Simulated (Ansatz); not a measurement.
# BN (R3m) in Ansatz: a series of runs

One crystal, BN, is run at these levels: PBEsol; tasks: single point, equation of state.

All numbers are computed with Ansatz 0.2.0; they aren't measurements. Logs are shortened: lines on timing, memory, paths and dates and some standing lists are left out, and cuts for length are marked.

## Step 1: Starting point

It takes space group R3m (No. 160, trigonal). Conventional cell: a = 2.502 Å, b = 2.502 Å, c = 10.119 Å, α = 90.00°, β = 90.00°, γ = 120.00°. N (site symmetry 3m) has 3 B at 1.44 Å as nearest neighbours. Around B (site symmetry 3m) lie 3 N at 1.44 Å.

The cell is a database's computed one.

## Step 2: Single point, PBEsol, 8.60 Å³/atom (volume scaled by 0.94)

input.yaml reads:

```yaml
crystal:
  lattice:
    - [1.2255815191, 0.70758982, 3.3040796871]
    - [-1.2255815191, 0.70758982, 3.3040796871]
    - [0.0, -1.4151796399, 3.3040796871]
  atoms:
    - { symbol: "N", position: [0.6672382, 0.6672382, 0.6672382] }
    - { symbol: B, position: [0.0003288, 0.0003288, 0.0003288] }
kpoints:
  mp_grid: { grid: [12, 12, 12] }
scf:
  occupations: { method: fermi_dirac, width: 0.05 }
hamiltonian:
  xc: pbesol
  pseudopotentials: { kind: all_electron, lapw: { basis_error: 0.001 } }
output:
  forces: true
  stress: true
  eigenvalues: true
```

Potentials or basis: all-electron LAPW, scalar-relativistic.

Launch:

```console
ansatz run input.yaml --threads 1 --pin off --max-ram 3072MiB --backend cpu --events-out ev --progress --plain --runs-dir out
```

Log:

```text
Warning: RAYON_NUM_THREADS=1 ignored (pool sized by the plan → 1); use --threads N
LAPW: plane waves up to 11.986 Å⁻¹, error target 1.0e-3 eV per atom; small_component_spin mean_spin; B in spheres of 0.670 Å, 5 of its electrons in bands, Dirac shells []; N in spheres of 0.745 Å, 7 of its electrons in bands, Dirac shells [] (how accurate: hamiltonian.pseudopotentials.lapw.basis_error, Limitations)
Engine: ansatz 0.2.0, aarch64-unknown-linux-gnu
Pseudopotentials: kind: all_electron
Pseudopotential: N, LAPW, valence charge 7, lapw/all_electron/scalar/gaussian/N, Koelling and Harmon's equation, gaussian nucleus
Pseudopotential: B, LAPW, valence charge 5, lapw/all_electron/scalar/gaussian/B, Koelling and Harmon's equation, gaussian nucleus
Functional definition: PBEsol
  exchange = pbesol_x
  correlation = pbesol_c
Crystal: 2 atoms, lattice volume = 17.192 Å³
Basis set: ecut = 547.3489329940357 eV, 517 PW (Γ), FFT grids on a1−a3, a2−a3, a3, exchange–correlation at level 2
Bands: 10, of which v1, the nominal top of the filled ones, is band 6 counted from 1 (5 counted from 0)
Symmetry: 6 space group operations
Space group: R3m (ITA 160), of the structure as read, at distance tolerance 2.6e-5 Å
k-points: 189 of 1728 (time reversal used)
Non-local potential: N, projectors of the file, none
Non-local potential: B, projectors of the file, none
Initial density: superposition of atomic densities (chi_scale 0.1, normalization cell, long waves kept (reshape's long-wave potential 0.00 eV rms))
Initial wavefunctions: plane waves of lowest kinetic energy (no species holds an atomic orbital)
Functional: x = pbesol(κ = 0.804, μ = 0.12345679012345678), c = pbesol(β = 0.046)
iter 1 solved again at ethr=3.79e-2 eV; its pass at ethr=1.00e-1 eV (dr2=4.55e0 eV) is discarded
SCF iter   1: F=—  HF=-2162.127785 eV  |F-HF|=—  |Δ(HF+E_count)|=         —  Δρ=1.65e-1  dr2=4.56e0  ethr=3.79e-2  ⟨swp⟩=2.0  Hψ=13446  notcnv=0
preconditioner: auto → none  [insulator: Δε(μ)=6.159 eV  Ē_g=20.644 eV  σ=0.050 eV  W_gap=1.00  n_scr=2 (ndim 8)  ℏωp=25.3 eV  f_vac=0.000  D(μ)=0.00/eV (n_scr^D=0)  ε∞_Penn≈2.5]
iter 2 solved again at ethr=2.95e-3 eV; its pass at ethr=3.79e-2 eV (dr2=3.54e-1 eV) is discarded
SCF iter   2: F=—  HF=-2160.324362 eV  |F-HF|=—  |Δ(HF+E_count)|=    1.80e0  Δρ=5.95e-2  dr2=3.54e-1  ethr=2.95e-3  ⟨swp⟩=2.0  Hψ=10420  notcnv=0
SCF iter   3: F=—  HF=-2160.158704 eV  |F-HF|=—  |Δ(HF+E_count)|=   1.66e-1  Δρ=2.27e-2  dr2=5.86e-2  ethr=2.95e-3  ⟨swp⟩=3.0  Hψ=5417  notcnv=0
SCF iter   4: F=—  HF=-2160.142768 eV  |F-HF|=—  |Δ(HF+E_count)|=         —  Δρ=5.77e-3  dr2=3.16e-3  ethr=4.89e-4  ⟨swp⟩=3.0  Hψ=5334  notcnv=0
the basis was enlarged: its passes take 48.4 KiB over the memory plan, 1 of 1 planned eigensolver slots
SCF iter   5: F=—  HF=-2160.142431 eV  |F-HF|=—  |Δ(HF+E_count)|=   3.36e-4  Δρ=6.70e-4  dr2=3.96e-5  ethr=2.63e-5  ⟨swp⟩=3.0  Hψ=5214  notcnv=0
SCF iter   6: F=—  HF=-2160.142435 eV  |F-HF|=—  |Δ(HF+E_count)|=   4.10e-6  Δρ=4.46e-5  dr2=1.56e-7  ethr=3.30e-7  ⟨swp⟩=3.0  Hψ=4776  notcnv=0
SCF iter   7: F=-2160.142435 eV  HF=-2160.142435 eV  |F-HF|=1.81e-9  |Δ(HF+E_count)|=   1.05e-7  Δρ=3.39e-6  dr2=2.71e-9  ethr=1.30e-9  ⟨swp⟩=3.0  Hψ=4722  notcnv=0
SCF 1 converged in 7 iterations: F = -2160.142435 eV  dr2 = 2.71e-9
SCF converged after 7 iterations
Free energy (F): -2160.142435 eV
Harris-Foulkes:  -2160.142435 eV  (|F-HF|=1.81e-9)
Internal energy: -2160.142435 eV  (E = F + TS)
E sigma→0 (E₀):  -2160.142435 eV
Fermi energy:    7.442664 eV
--- Per-component energies (eV) ---
  E_band       = -1080.226848
  E_kinetic    = 2157.561867
  E_xc         = -291.460822
  E_electrostatic = -4026.243480  (all electrons and nuclei)
  E_smearing   = -0.000000  (= −TS)
  E_closure    = 0.000000  (closes the sum)
  E_atoms      = -2141.847337  (free atoms, spherical and without spin; not in F)
  Σ components = -2160.142435   (vs F -2160.142435, Δ=0.00e0)
  Basis errors (estimates in eV, not in F): energy 6.3e-4 per atom: plane waves 6.0e-4 (3.9e-4 summed), levels above the bands 1.8e-121, relativity 1.6e-8, radial functions 3.1e-5, core shells 0.0e0; eigenvalues (radial functions only) 4.8e-6; not estimated: angular momenta, meshes, grids; target (lapw.basis_error) 1.0e-3; muffin-tin radii B 0.670 Å, N 0.745 Å
--- Forces (eV/Å), atoms counted from 1 ---
  atom   1  N     -0.00000000     0.00000000     0.00214680
  atom   2  B      0.00000000    -0.00000000    -0.00209139
  max |Σ_I F_I| component: 5.54e-5 eV/Å
--- Stress (GPa, compression-positive) ---
       25.535541       0.000000      -0.000000
        0.000000      25.535541      -0.000000
       -0.000000      -0.000000       0.974869
  P = ⅓ Tr σ = 17.3487 GPa (173.487 kbar)
--- Band table (eV; the first three rows and the last of 189) ---
  k-point 0: bands = ["-367.2935", "-164.8899", "-12.8598", "0.8266", "4.0790", "4.0790", "10.3418", "17.4389", "17.4389", "19.1551"]
  k-point 1: bands = ["-367.2935", "-164.8898", "-12.7148", "0.9830", "3.4950", "3.8028", "10.6280", "17.3656", "18.0711", "18.6406"]
  k-point 2: bands = ["-367.2935", "-164.8898", "-12.2872", "1.4408", "2.0292", "3.1329", "11.3933", "17.1446", "17.3595", "19.7878"]
  k-point 188: bands = ["-367.2935", "-164.8898", "-12.5533", "-1.3417", "4.0598", "4.0598", "15.6749", "17.3602", "17.3602", "18.6447"]
```

Run time: 63 s. Hardware: 1 thread of Arm Neoverse N1, shared host; peak memory 0.4 GiB.

What came out:

```yaml
Free_energy: -2160.1424 eV
Pressure: 17.3 GPa
Band_gap_on_the_k_mesh: 4.25 eV, indirect (least direct gap 4.79 eV)
```

## Step 3: Single point, PBEsol, 8.78 Å³/atom (volume scaled by 0.96)

input.yaml: that of step 2 with these lines changed.

```diff
@@ -2,5 +2,5 @@
   lattice:
-    - [1.2255815191, 0.70758982, 3.3040796871]
-    - [-1.2255815191, 0.70758982, 3.3040796871]
-    - [0.0, -1.4151796399, 3.3040796871]
+    - [1.2342126593, 0.712573011, 3.3273486205]
+    - [-1.2342126593, 0.712573011, 3.3273486205]
+    - [0.0, -1.4251460221, 3.3273486205]
   atoms:
```

Potentials or basis: all-electron LAPW, scalar-relativistic.

Launch:

```console
ansatz run input.yaml --threads 1 --pin off --max-ram 3072MiB --backend cpu --events-out ev --progress --plain --runs-dir out
```

Wall time 63 s (1 thread of Arm Neoverse N1, shared host); peak memory 0.4 GiB.

Results (log left out):

* Free energy: -2160.1750 eV
* Pressure: 11.3 GPa
* Band gap on the k mesh: 4.23 eV, indirect (least direct gap 4.74 eV)

## Step 4: Single point, PBEsol, 8.96 Å³/atom (volume scaled by 0.98)

input.yaml: that of step 3 with these lines changed.

```diff
@@ -2,5 +2,5 @@
   lattice:
-    - [1.2342126593, 0.712573011, 3.3273486205]
-    - [-1.2342126593, 0.712573011, 3.3273486205]
-    - [0.0, -1.4251460221, 3.3273486205]
+    - [1.2427247397, 0.717487463, 3.3502965776]
+    - [-1.2427247397, 0.717487463, 3.3502965776]
+    - [0.0, -1.434974926, 3.3502965776]
   atoms:
```

Launch:

```console
ansatz run input.yaml --threads 1 --pin off --max-ram 3072MiB --backend cpu --events-out ev --progress --plain --runs-dir out
```

It took 62 s on 1 thread of Arm Neoverse N1, shared host; peak memory 0.4 GiB.

Results (log left out):

* Free energy: -2160.1944 eV
* Pressure: 5.8 GPa
* Band gap on the k mesh: 4.21 eV, indirect (least direct gap 4.69 eV)

## Step 5: Single point, PBEsol, 9.14 Å³/atom

input.yaml: that of step 4 with these lines changed.

```diff
@@ -2,5 +2,5 @@
   lattice:
-    - [1.2427247397, 0.717487463, 3.3502965776]
-    - [-1.2427247397, 0.717487463, 3.3502965776]
-    - [0.0, -1.434974926, 3.3502965776]
+    - [1.2511217832, 0.7223354983, 3.3729344033]
+    - [-1.2511217832, 0.7223354983, 3.3729344033]
+    - [0.0, -1.4446709966, 3.3729344033]
   atoms:
```

Launch:

```console
ansatz run input.yaml --threads 1 --pin off --max-ram 3072MiB --backend cpu --events-out ev --progress --plain --runs-dir out
```

Run time: 62 s. Hardware: 1 thread of Arm Neoverse N1, shared host; peak memory 0.4 GiB.

It converged, with:

- Free energy: -2160.2016 eV
- Pressure: 0.7 GPa
- Band gap on the k mesh: 4.18 eV, indirect (least direct gap 4.64 eV)

## Step 6: Single point, PBEsol, 9.33 Å³/atom (volume scaled by 1.02)

input.yaml: that of step 5 with these lines changed.

```diff
@@ -2,5 +2,5 @@
   lattice:
-    - [1.2511217832, 0.7223354983, 3.3729344033]
-    - [-1.2511217832, 0.7223354983, 3.3729344033]
-    - [0.0, -1.4446709966, 3.3729344033]
+    - [1.2594075994, 0.7271193165, 3.3952723682]
+    - [-1.2594075994, 0.7271193165, 3.3952723682]
+    - [0.0, -1.454238633, 3.3952723682]
   atoms:
```

Potentials or basis: all-electron LAPW, scalar-relativistic.

Launch:

```console
ansatz run input.yaml --threads 1 --pin off --max-ram 3072MiB --backend cpu --events-out ev --progress --plain --runs-dir out
```

Wall time 62 s (1 thread of Arm Neoverse N1, shared host); peak memory 0.4 GiB.

It converged, with:

```yaml
Free_energy: -2160.1979 eV
Pressure: -3.9 GPa
Largest_force: 0.004 eV/Å
Band_gap_on_the_k_mesh: 4.16 eV, indirect (least direct gap 4.59 eV)
```

## Step 7: Single point, PBEsol, 9.51 Å³/atom (volume scaled by 1.04)

input.yaml: that of step 6 with these lines changed.

```diff
@@ -2,5 +2,5 @@
   lattice:
-    - [1.2594075994, 0.7271193165, 3.3952723682]
-    - [-1.2594075994, 0.7271193165, 3.3952723682]
-    - [0.0, -1.454238633, 3.3952723682]
+    - [1.2675858, 0.7318410028, 3.4173202092]
+    - [-1.2675858, 0.7318410028, 3.4173202092]
+    - [0.0, -1.4636820056, 3.4173202092]
   atoms:
```

Launch:

```console
ansatz run input.yaml --threads 1 --pin off --max-ram 3072MiB --backend cpu --events-out ev --progress --plain --runs-dir out
```

Run time: 64 s. Hardware: 1 thread of Arm Neoverse N1, shared host; peak memory 0.4 GiB.

It converged, with:

| Property | Result |
| --- | --- |
| Free energy | -2160.1841 eV |
| Pressure | -8.1 GPa |
| Largest force | 0.005 eV/Å |
| Band gap on the k mesh | 4.14 eV, indirect (least direct gap 4.54 eV) |

## Step 8: Single point, PBEsol, 9.69 Å³/atom (volume scaled by 1.06)

input.yaml: that of step 7 with these lines changed.

```diff
@@ -2,5 +2,5 @@
   lattice:
-    - [1.2675858, 0.7318410028, 3.4173202092]
-    - [-1.2675858, 0.7318410028, 3.4173202092]
-    - [0.0, -1.4636820056, 3.4173202092]
+    - [1.2756598126, 0.7365025362, 3.4390871668]
+    - [-1.2756598126, 0.7365025362, 3.4390871668]
+    - [0.0, -1.4730050723, 3.4390871668]
   atoms:
```

Launch:

```console
ansatz run input.yaml --threads 1 --pin off --max-ram 3072MiB --backend cpu --events-out ev --progress --plain --runs-dir out
```

Wall time 58 s (1 thread of Arm Neoverse N1, shared host); peak memory 0.4 GiB.

Results (log left out):

```
Free energy            : -2160.1611 eV
Pressure               : -12.0 GPa
Largest force          : 0.007 eV/Å
Band gap on the k mesh : 4.11 eV, indirect (least direct gap 4.49 eV)
```

## Step 9: Equation of state, PBEsol

Potentials or basis: all-electron LAPW, scalar-relativistic.

No new run: the results of the series are fitted here.

Results:

| Property | Result |
| --- | --- |
| Equilibrium volume | 9.17 Å³/atom |
| Bulk modulus at fixed shape and positions | 239 GPa |
| Pressure derivative of the bulk modulus | 3.6 |

Energy against volume, from the lowest point:
| volume (Å³/atom) | energy (meV/atom) |
| --- | --- |
| 8.596 | 29.59 |
| 8.779 | 13.31 |
| 8.962 | 3.64 |
| 9.145 | 0.00 |
| 9.328 | 1.87 |
| 9.510 | 8.77 |
| 9.693 | 20.26 |

Caveat: the cell was scaled at fixed shape and fractional positions, which overstates the stiffness of a crystal with free parameters, most of all of layers and chains.
